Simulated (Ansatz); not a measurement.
Consider LaAlO3 (space group R-3c, No. 167).

```
CELL_PARAMETERS angstrom
      2.67671     1.54540     4.34943
     -2.67671     1.54540     4.34943
      0.00000    -3.09080     4.34943
ATOMIC_POSITIONS crystal
  La 0.25000 0.25000 0.25000
  La 0.75000 0.75000 0.75000
  Al 0.00000 0.00000 0.00000
  Al 0.50000 0.50000 0.50000
  O  0.78603 0.71397 0.25000
  O  0.25000 0.78603 0.71397
  O  0.71397 0.25000 0.78603
  O  0.21397 0.28603 0.75000
  O  0.75000 0.21397 0.28603
  O  0.28603 0.75000 0.21397
```

Cartesian axes are those of the cell as printed.

Method: PBEsol in Ansatz (plane waves to 420 eV, PAW, spin-orbit coupling left out).

Base values:

```
Item                    Result
-------------  ---------------
Gap character  indirect, F → Γ
Band gap               3.94 eV
```

One thing is altered: biaxial strain −0.81 %, plane normal [001], relaxed out of plane (Cartesian); in-plane vectors clamped, the third vector and the atoms free.

Predict the new gap character, band gap and out-of-plane strain.

The gap character stays indirect, F → Γ; the band gap decreases by 0.06 eV, from 3.94 eV to 3.88 eV; the out-of-plane strain is +0.39 %.

Gaps are Kohn–Sham eigenvalue differences; semilocal functionals usually give less than the measured gap. Stability against distortions was not tested.

Ansatz is a program for electronic structure.
